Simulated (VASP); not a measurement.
# TePb (Fm-3m) in VASP: a series of runs

Runs on TePb. Level: PBEsol. Tasks: single point, relaxation of cell and atoms.

Everything below comes from runs of VASP 6.6.1. Logs are shortened: lines on timing, memory, paths and dates and some standing lists are left out, and cuts for length are marked.

**Measured values to compare with.**

From a printed reference work, monograph, for a bulk crystal of TePb at 4.2 K: band gap 0.19 eV (direct).

The results are compared with them further down.

## Step 1: The crystal as given

Symmetry: Fm-3m, No. 225, cubic system. Conventional cell: a = 6.250 Å, b = 6.250 Å, c = 6.250 Å, α = 90.00°, β = 90.00°, γ = 90.00°. Around Te (site symmetry m-3m) lie 6 Pb at 3.13 Å. Pb (site symmetry m-3m) has 6 Te at 3.13 Å as nearest neighbours.

## Step 2: Single point, PBEsol

The input, INCAR:

```
SYSTEM = TePb
PREC = Accurate
ENCUT = 520
EDIFF = 1E-6
ISMEAR = 0
SIGMA = 0.01
LREAL = .FALSE.
LASPH = .TRUE.
NELM = 100
ALGO = Normal
ISIF = 2
LWAVE = .FALSE.
LCHARG = .TRUE.
GGA = PS
LELF = .TRUE.
LVHAR = .TRUE.
NBANDS = 17
```

The input, KPOINTS:

```
regular mesh
0
G
  10 10 10
  0 0 0
```

The input, POSCAR:

```
TePb
1.0
    0.0000000000      3.1250113711      3.1250113711
    3.1250113711      0.0000000000      3.1250113711
    3.1250113711      3.1250113711      0.0000000000
Te Pb
1 1
Direct
    0.5000000000      0.5000000000      0.5000000000
    0.0000000000      0.0000000000      0.0000000000
```

Potentials or basis: VASP PAW PBE potentials, release 64 (Te, Pb_d).

Launch:

```sh
$ cat potpaw_PBE.64/Te/POTCAR potpaw_PBE.64/Pb_d/POTCAR > POTCAR
$ mpirun -np 1 vasp_std > vasp.out
```

OUTCAR:

```text
SYSTEM = TePb
   PREC = Accurate
   ENCUT = 520
   EDIFF = 1E-6
   ISMEAR = 0
   LREAL = .FALSE.
   LASPH = .TRUE.
   NELM = 100
   ISIF = 2
   GGA = PS

 ion  position               nearest neighbor table
   1  0.500  0.500  0.500-   2 3.13   2 3.13   2 3.13   2 3.13   2 3.13   2 3.13
   2  0.000  0.000  0.000-   1 3.13   1 3.13   1 3.13   1 3.13   1 3.13   1 3.13

  LATTYP: Found a face centered cubic cell.
 ALAT       =     6.2500227422

  Lattice vectors:

 A1 = (   0.0000000000,   3.1250113711,   3.1250113711)
 A2 = (   3.1250113711,   0.0000000000,   3.1250113711)
 A3 = (   3.1250113711,   3.1250113711,   0.0000000000)

Analysis of symmetry for initial positions (statically):
=====================================================================
 Subroutine PRICEL returns:
 Original cell was already a primitive cell.

 Routine SETGRP: Setting up the symmetry group for a
 face centered cubic supercell.

 Subroutine GETGRP returns: Found 48 space group operations
 (whereof 48 operations were pure point group operations)
 out of a pool of 48 trial point group operations.

The static configuration has the point symmetry O_h .

Analysis of symmetry for dynamics (positions and initial velocities):
=====================================================================
 Subroutine PRICEL returns:
 Original cell was already a primitive cell.

 Routine SETGRP: Setting up the symmetry group for a
 face centered cubic supercell.

 Subroutine GETGRP returns: Found 48 space group operations
 (whereof 48 operations were pure point group operations)
 out of a pool of 48 trial point group operations.

The dynamic configuration has the point symmetry O_h .

 Subroutine INISYM returns: Found 48 space group operations
 (whereof 48 operations are pure point group operations),
 and found     1 'primitive' translations

----------------------------------------------------------------------------------------

                                     Primitive cell

  volume of cell :      61.0358

  direct lattice vectors                    reciprocal lattice vectors
     0.000000000  3.125011371  3.125011371    -0.159999418  0.159999418  0.159999418
     3.125011371  0.000000000  3.125011371     0.159999418 -0.159999418  0.159999418
     3.125011371  3.125011371  0.000000000     0.159999418  0.159999418 -0.159999418

  length of vectors
     4.419433464  4.419433464  4.419433464     0.277127121  0.277127121  0.277127121

  position of ions in fractional coordinates (direct lattice)
     0.500000000  0.500000000  0.500000000
     0.000000000  0.000000000  0.000000000

  ion indices of the primitive-cell ions
   primitive index   ion index
                 1           1
                 2           2

----------------------------------------------------------------------------------------

 KPOINTS: regular mesh

Automatic generation of k-mesh.
 Grid dimensions read from file:
 generate k-points for:   10   10   10

 Generating k-lattice:

  Cartesian coordinates                     Fractional coordinates (reciprocal lattice)
    -0.015999942  0.015999942  0.015999942     0.100000000  0.000000000  0.000000000
     0.015999942 -0.015999942  0.015999942     0.000000000  0.100000000  0.000000000
     0.015999942  0.015999942 -0.015999942     0.000000000  0.000000000  0.100000000

  Length of vectors
     0.027712712  0.027712712  0.027712712

  Shift w.r.t. Gamma in fractional coordinates (k-lattice)
     0.000000000  0.000000000  0.000000000

 Subroutine IBZKPT returns following result:
 ===========================================

 Found     47 irreducible k-points:

 Following reciprocal coordinates:
            Coordinates               Weight
  0.000000  0.000000  0.000000      1.000000
  0.100000  0.000000  0.000000      8.000000
  0.200000  0.000000  0.000000      8.000000
  0.300000  0.000000  0.000000      8.000000
  0.400000  0.000000  0.000000      8.000000
  0.500000  0.000000  0.000000      4.000000
[... 16 lines left out ...]
  0.300000  0.300000  0.000000      6.000000
  0.400000  0.300000  0.000000     24.000000
 [... further k-points ...]
   k-points           NKPTS =     47   k-points in BZ     NKDIM =     47   number of bands    NBANDS=     17
   number of dos      NEDOS =    301   number of ions     NIONS =      2
   total plane-waves  NPLWV =  46656
   dimension x,y,z NGX =    36 NGY =   36 NGZ =   36
   dimension x,y,z NGXF=    72 NGYF=   72 NGZF=   72
   ions per type =               1   1
   NGX,Y,Z   is equivalent  to a cutoff of  13.54, 13.54, 13.54 a.u.
   NGXF,Y,Z  is equivalent  to a cutoff of  27.08, 27.08, 27.08 a.u.
 SYSTEM =  TePb
   PREC   = accura    normal or accurate (medium, high low for compatibility)
   ISTART =      0    job   : 0-new  1-cont  2-samecut
   ICHARG =      2    charge: 1-file 2-atom 10-const
   ISPIN  =      1    spin polarized calculation?
   LNONCOLLINEAR =      F non collinear calculations
   LSORBIT =      F    spin-orbit coupling
   LASPH  =      T    aspherical Exc in radial PAW
   ENCUT  =  520.0 eV  38.22 Ry    6.18 a.u.   8.22  8.22  8.22*2*pi/ulx,y,z
   NELM   =    100;   NELMIN=  2; NELMDL= -5     # of ELM steps
   EDIFF  = 0.1E-05   stopping-criterion for ELM
   LREAL  =      F    real-space projection
   EDIFFG = 0.1E-04   stopping-criterion for IOM
   NSW    =      0    number of steps for IOM
   IBRION =     -1    ionic relax: 0-MD 1-quasi-New 2-CG
   NFREE  =      0    steps in history (QN), initial steepest desc. (CG)
   ISIF   =      2    stress and relaxation
   ISYM   =      2    0-nonsym 1-usesym 2-fastsym
   POTIM  = 0.5000    time-step for ionic-motion
   TEBEG  =    0.0;   TEEND  =   0.0 temperature during run
   PSTRESS=    0.0 pullay stress
   NELECT =      20.0000    total number of electrons
   NUPDOWN=      -1.0000    fix difference up-down
   EMIN   =  10.00;   EMAX   =-10.00  energy-range for DOS
   EFERMI =   0.00;   METHOD = LEGACY
   ISMEAR =     0;   SIGMA  =   0.01  broadening in eV -4-tet -1-fermi 0-gaus
   EFERMI_NEDOS =   21; number of points for ismear=-14 and -15
   IALGO  =     38    algorithm
   IMIX   =      4    mixing-type and parameters
     AMIX     =   0.40;   BMIX     =  1.00
     AMIX_MAG =   1.60;   BMIX_MAG =  1.00
  volume/ion in A,a.u.               =      30.52       205.95
  Fermi-wavevector in a.u.,A,eV,Ry     =   1.128643  2.132826 17.331575  1.273835
  Thomas-Fermi vector in A             =   2.265334
   LORBIT       =      0    0 simple, 1 ext, 2 COOP (PROOUT), +10 PAW based schemes
   GGA     = PS    functional components
   LHFCALC =     F    Hartree Fock is set to
   AEXX    =    0.0000 exact exchange contribution
   IVDW    =     0    specifies the selected vdW correction
   LEPSILON=     F    determine dielectric tensor
   LRPA    =     F    only Hartree local field effects (RPA)
 non-spin polarized calculation
 Gauss-broadening in eV      SIGMA  =   0.01
  energy-cutoff  :      520.00
  volume of cell :       61.04
 maximum number of plane-waves:      1676
 NGX is ok and might be reduce to    36
   NGX = 17   NGY = 17   NGZ = 17

 number of electron      20.0000001 magnetization

 Free energy of the ion-electron system (eV)
  ---------------------------------------------------
  ext. energy  EPLUGINS =         0.00000000
  ---------------------------------------------------
  free energy    TOTEN  =        -8.17440173 eV

  energy without entropy =       -8.17440173  energy(sigma->0) =       -8.17440173

 E-fermi :   6.9318     XC(G=0):  -9.9244

 val. band max:        6.8613643000   @ k =   0.5000   0.0000   0.0000
 cond. band min:       7.2851782929   @ k =   0.5000   0.0000   0.0000
 fundamental gap:      0.4238139929
 Fermi energy:         6.9318160759

 k-point     1 :       0.0000    0.0000    0.0000
  band No.  band energies     occupation
      1     -10.0099      2.00000
      2     -10.0099      2.00000
      3      -9.9901      2.00000
      4      -9.9901      2.00000
      5      -9.9901      2.00000
      6      -6.1034      2.00000
[... 9 lines left out ...]
     16      12.3389      0.00000
     17      13.6636      0.00000

 k-point     2 :       0.1000    0.0000    0.0000
  band No.  band energies     occupation
      1     -10.0119      2.00000
      2     -10.0119      2.00000
      3      -9.9898      2.00000
      4      -9.9880      2.00000
      5      -9.9880      2.00000
      6      -6.0046      2.00000
[... 9 lines left out ...]
     16      12.5513      0.00000
     17      14.5539      0.00000

 k-point     3 :       0.2000    0.0000    0.0000
  band No.  band energies     occupation
      1     -10.0177      2.00000
      2     -10.0177      2.00000
      3      -9.9892      2.00000
      4      -9.9818      2.00000
      5      -9.9818      2.00000
      6      -5.7135      2.00000
[... 9 lines left out ...]
     16      13.1150      0.00000
     17      16.2584      0.00000

 k-point     4 :       0.3000    0.0000    0.0000
  band No.  band energies     occupation
      1     -10.0256      2.00000
      2     -10.0256      2.00000
      3      -9.9887      2.00000
      4      -9.9734      2.00000
      5      -9.9734      2.00000
      6      -5.2534      2.00000
[... 9 lines left out ...]
     16      13.9895      0.00000
     17      18.1188      0.00000

 k-point     5 :       0.4000    0.0000    0.0000
  band No.  band energies     occupation
      1     -10.0322      2.00000
      2     -10.0322      2.00000
      3      -9.9885      2.00000
      4      -9.9665      2.00000
      5      -9.9665      2.00000
      6      -4.7040      2.00000
[... 9 lines left out ...]
     16      15.1132      0.00000
     17      17.5560      0.00000

 k-point     6 :       0.5000    0.0000    0.0000
  band No.  band energies     occupation
      1     -10.0348      2.00000
      2     -10.0348      2.00000
      3      -9.9885      2.00000
      4      -9.9638      2.00000
      5      -9.9638      2.00000
      6      -4.3810      2.00000
[... 9 lines left out ...]
     16      16.0155      0.00000
     17      16.2687      0.00000

 k-point     7 :       0.1000    0.1000    0.0000
  band No.  band energies     occupation
      1     -10.0167      2.00000
      2     -10.0083      2.00000
      3      -9.9916      2.00000
      4      -9.9865      2.00000
      5      -9.9865      2.00000
      6      -5.9713      2.00000
[... 9 lines left out ...]
     16      12.9539      0.00000
     17      14.6685      0.00000

 k-point     8 :       0.2000    0.1000    0.0000
  band No.  band energies     occupation
      1     -10.0250      2.00000
      2     -10.0097      2.00000
      3      -9.9919      2.00000
      4      -9.9822      2.00000
      5      -9.9808      2.00000
      6      -5.7434      2.00000
[... 9 lines left out ...]
     16      13.5856      0.00000
     17      15.6385      0.00000
[... 203 lines left out ...]
      1     -10.0622      2.00000
      2     -10.0194      2.00000
      3      -9.9876      2.00000
      4      -9.9681      2.00000
      5      -9.9600      2.00000
      6      -4.2904      2.00000
[... 9 lines left out ...]
     16      16.2598      0.00000
     17      17.0546      0.00000

 k-point    20 :      -0.4000    0.2000    0.0000
  band No.  band energies     occupation
      1     -10.0552      2.00000
      2     -10.0259      2.00000
      3      -9.9823      2.00000
      4      -9.9702      2.00000
      5      -9.9625      2.00000
      6      -4.1859      2.00000
[... 9 lines left out ...]
     16      15.0115      0.00000
     17      17.8596      0.00000

 k-point    21 :      -0.3000    0.2000    0.0000
  band No.  band energies     occupation
      1     -10.0426      2.00000
      2     -10.0292      2.00000
      3      -9.9821      2.00000
      4      -9.9711      2.00000
      5      -9.9687      2.00000
      6      -4.5933      2.00000
[... 9 lines left out ...]
     16      15.5578      0.00000
     17      16.8060      0.00000

 k-point    22 :      -0.2000    0.2000    0.0000
  band No.  band energies     occupation
      1     -10.0291      2.00000
      2     -10.0285      2.00000
      3      -9.9860      2.00000
      4      -9.9756      2.00000
      5      -9.9718      2.00000
      6      -5.0977      2.00000
[... 9 lines left out ...]
     16      15.6195      0.00000
     17      16.0459      0.00000

 k-point    23 :       0.3000    0.3000    0.0000
  band No.  band energies     occupation
      1     -10.0728      2.00000
      2     -10.0007      2.00000
      3      -9.9987      2.00000
      4      -9.9646      2.00000
      5      -9.9646      2.00000
      6      -4.9746      2.00000
[... 9 lines left out ...]
     16      15.8268      0.00000
     17      16.1366      0.00000

 k-point    24 :       0.4000    0.3000    0.0000
  band No.  band energies     occupation
      1     -10.0865      2.00000
      2     -10.0007      2.00000
      3      -9.9998      2.00000
      4      -9.9603      2.00000
      5      -9.9586      2.00000
      6      -4.5865      2.00000
[... 9 lines left out ...]
     16      16.5814      0.00000
     17      17.0719      0.00000

 [... further k-points ...]

------------------------ aborting loop because EDIFF is reached ----------------------------------------

  FORCE on cell =-STRESS in cart. coord.  units (eV):
  Direction    XX          YY          ZZ          XY          YZ          ZX
  --------------------------------------------------------------------------------------
  -------------------------------------------------------------------------------------
  Total        1.9028245      1.9028245      1.9028245      0.0000000     -0.0000000      0.0000000
  in kB       49.9487371     49.9487371     49.9487371      0.0000000     -0.0000000      0.0000000
  external PRESSURE =      49.9487371 kB  Pullay stress =       0.0000000 kB

 VOLUME and BASIS-vectors are now :
 -----------------------------------------------------------------------------
  energy-cutoff  :      520.00
  volume of cell :       61.04
      direct lattice vectors                 reciprocal lattice vectors
     0.000000000  3.125011371  3.125011371    -0.159999418  0.159999418  0.159999418
     3.125011371  0.000000000  3.125011371     0.159999418 -0.159999418  0.159999418
     3.125011371  3.125011371  0.000000000     0.159999418  0.159999418 -0.159999418

 POSITION                                       TOTAL-FORCE (eV/Angst)
 -----------------------------------------------------------------------------------
      3.12501      3.12501      3.12501        -0.000000     -0.000000      0.000000
      0.00000      0.00000      0.00000         0.000000      0.000000     -0.000000
 -----------------------------------------------------------------------------------
    total drift:                               -0.000000      0.000000      0.000000

  FREE ENERGIE OF THE ION-ELECTRON SYSTEM (eV)
  ---------------------------------------------------
  free  energy   TOTEN  =        -8.1744017327 eV

  energy  without entropy=       -8.1744017327  energy(sigma->0) =       -8.17440173
```

Run time: 46 s. Hardware: 1 thread of Intel Xeon Platinum 8488C (Sapphire Rapids), shared host; peak memory 0.22 GiB.

What came out:

- Free energy: -8.1744 eV
- Pressure: 5.0 GPa
- Band gap on the k mesh: 0.42 eV, direct

Caveat: the PAW data sets were made with another functional, which shifts forces and pressure a little; spin-orbit coupling is left out, which as a rule narrows the gap of such compounds by several tenths of an eV.

## Step 3: Relaxation of cell and atoms, PBEsol, target pressure 5.02 GPa, at which the enthalpy is minimised

The input, INCAR:

```
SYSTEM = TePb
ALGO = Normal
EDIFF = 1E-7
EDIFFG = -0.002
ENCUT = 600
GGA = PS
IBRION = 2
ISIF = 3
ISMEAR = 0
LASPH = .TRUE.
LCHARG = .FALSE.
LREAL = .FALSE.
LWAVE = .FALSE.
NELM = 100
NSW = 80
PREC = Accurate
PSTRESS = 50.199999999999996
SIGMA = 0.01
```

The input, KPOINTS:

```
k-points
0
G
  10 10 10
  0 0 0
```

The input, POSCAR:

```
TePb
1.0
    0.0000000000      3.1268422337      3.1268422337
    3.1268422337      0.0000000000      3.1268422337
    3.1268422337      3.1268422337      0.0000000000
Te Pb
1 1
Direct
    0.5000000000      0.5000000000      0.5000000000
    0.0000000000      0.0000000000      0.0000000000
```

Potentials or basis: VASP PAW PBE potentials, release 64 (Te, Pb_d).

Launch:

```sh
$ cat potpaw_PBE.64/Te/POTCAR potpaw_PBE.64/Pb_d/POTCAR > POTCAR
$ mpirun -np 1 vasp_std > vasp.out
```

Run time: 88 s. Hardware: 1 thread of Intel Xeon Platinum 8488C (Sapphire Rapids), shared host; peak memory 0.22 GiB.

Results (log left out):

```
Free energy                                            : -8.1751 eV
Relaxed volume                                         : 30.53 Å³/atom
Relaxed cell                                           : a = 4.420 Å, b = 4.420 Å, c = 4.420 Å, α = 60.00°, β = 60.00°, γ = 60.00°
Space group after relaxing (to 0.05 Å)                 : Fm-3m (No. 225)
Energy change on relaxing (the enthalpy is what falls) : +1.4 meV/atom
Ionic steps                                            : 3
Pressure after relaxing                                : 5.0 GPa
Band gap on the k mesh                                 : 0.42 eV, direct
```

Step by step:
| step | energy change (eV) | largest force (eV/Å) | pressure (GPa) | volume (Å³) |
| --- | --- | --- | --- | --- |
| 1 | 0.0000 | 0.0000 | 4.93 | 61.14 |
| 2 | 0.0050 | 0.0000 | 5.10 | 60.98 |
| 3 | 0.0028 | 0.0000 | 5.02 | 61.05 |

Final structure:
```yaml
crystal:
  lattice:
    - [0.00000, 3.12528, 3.12528]
    - [3.12528, 0.00000, 3.12528]
    - [3.12528, 3.12528, 0.00000]
  atoms:
    - { symbol: Te, position: [0.50000, 0.50000, 0.50000] }
    - { symbol: Pb, position: [0.00000, 0.00000, 0.00000] }
```

Levels at points of the mesh, in eV from the valence-band top:
```
           k point  band 7  band 8  band 9  band 10  band 11  band 12  band 13  band 14
(0.00, 0.00, 0.00)   -5.38   -1.77   -1.77    -1.77     4.11     4.11     4.11     5.48
(0.50, 0.00, 0.00)   -9.24   -1.23   -1.23     0.00     0.42     0.93     0.93     8.37
(0.50, 0.50, 0.00)   -7.52   -5.39   -3.45    -3.45     2.72     5.79     5.79     7.23
```

Caveat: the cell is relaxed towards a set pressure, so the enthalpy falls and the energy may rise; the PAW data sets were made with another functional, which shifts forces and pressure a little; spin-orbit coupling is left out, which as a rule narrows the gap of such compounds by several tenths of an eV.

(Continued in part 2 of 3.)
